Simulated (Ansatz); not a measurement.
Ti3SiC2 in space group P6_3/mmc (No. 194; Ti on 4f, Ti on 2a, Si on 2b, C on 4f) under volume change, r²SCAN (plane waves, PAW; program Ansatz), shape and atoms relaxed at each volume.

```json
[
 {"V (Å³/atom)": "10.919", "E − E(relaxed) (meV/atom)": "69.0", "P (GPa)": "22.20"},
 {"V (Å³/atom)": "11.279", "E − E(relaxed) (meV/atom)": "29.0", "P (GPa)": "13.62"},
 {"V (Å³/atom)": "11.639", "E − E(relaxed) (meV/atom)": "6.9", "P (GPa)": "6.27"},
 {"V (Å³/atom)": "11.999", "E − E(relaxed) (meV/atom)": "0.0", "P (GPa)": "0.00"},
 {"V (Å³/atom)": "12.359", "E − E(relaxed) (meV/atom)": "6.2", "P (GPa)": "-5.36"},
 {"V (Å³/atom)": "12.719", "E − E(relaxed) (meV/atom)": "23.5", "P (GPa)": "-9.92"},
 {"V (Å³/atom)": "13.079", "E − E(relaxed) (meV/atom)": "50.2", "P (GPa)": "-13.79"}
]
```

What does a third-order Birch–Murnaghan fit give for V₀, B₀ and B′?

V₀ = 12.00 Å³/atom, B₀ = 192 GPa, B′ = 4.3.

The r²SCAN relaxation kept the symmetry of its start. The run is not spin-polarised.

Potentials: the later of the program's two PAW sets.
